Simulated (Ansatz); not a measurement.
# BN: the cost of one run

Program: Ansatz 0.2.0. Level of theory: DFT r2SCAN, scalar-relativistic, plane waves, PAW. These are calculated values, not measurements.

## (1) The starting structure

The structure is cubic, space group F-43m (No. 216). Conventional cell: a = 3.626 Å, b = 3.626 Å, c = 3.626 Å, α = 90.00°, β = 90.00°, γ = 90.00°. Around B (site symmetry -43m) lie 4 N at 1.57 Å. N (site symmetry -43m) is surrounded by 4 B at 1.57 Å.

Coordinates:

```cif
data_structure
_symmetry_space_group_name_H-M 'F-43m'
_symmetry_Int_Tables_number 216
_cell_length_a 3.6260
_cell_length_b 3.6260
_cell_length_c 3.6260
_cell_angle_alpha 90.000
_cell_angle_beta 90.000
_cell_angle_gamma 90.000
_cell_volume 47.67
loop_
_atom_site_label
_atom_site_type_symbol
_atom_site_symmetry_multiplicity
_atom_site_Wyckoff_symbol
_atom_site_fract_x
_atom_site_fract_y
_atom_site_fract_z
_atom_site_occupancy
B1 B 4 a 0.00000 0.00000 0.00000 1
N1 N 4 c 0.25000 0.25000 0.25000 1
```

It goes back to an entry of the Materials Project.

No relaxation comes first: the listed cell is the starting point.

## (2) The reference cell

The reference gives a free energy of -544.0040 eV, pressure -5.16 GPa, largest force 0.000 eV/Å and gap on the mesh 4.99 eV. It was computed beforehand with the settings of the runs below.

## (3) Setting up shifting one sublattice

Every N atom is moved by x along the Cartesian unit vector (0.000, 1.000, 0.000); the cell and all other atoms stay fixed. Forces below are components along that vector, summed over the moved atoms.

## (4) At x = -0.500 Å

File input.yaml:

```yaml
crystal:
  lattice:
    - [0.0, 1.813001, 1.813001]
    - [1.813001, 0.0, 1.813001]
    - [1.813001, 1.813001, 0.0]
  atoms:
    - { symbol: B, position: [0.0, 0.0, 0.0] }
    - { symbol: "N", position: [0.612107081, 0.887892919, 0.612107081] }
basis:
  ecutwfc: 500
kpoints:
  mp_grid: { grid: [12, 12, 12] }
hamiltonian:
  xc: r2scan
scf:
  occupations: { method: gaussian, width: 0.05 }
output:
  forces: true
  stress: true
  eigenvalues: true
```

On the command line:

```bash
$ ansatz run input.yaml --threads 1 --pin off --max-ram 2560MiB --backend cpu --events-out ev --progress --plain --runs-dir out
```

**Question.** How long does this run take on 1 thread of Intel Xeon at 2.50GHz (Skylake/Cascade Lake), shared host, and how much memory does it need?

About 13 s, with a peak of 0.38 GiB.
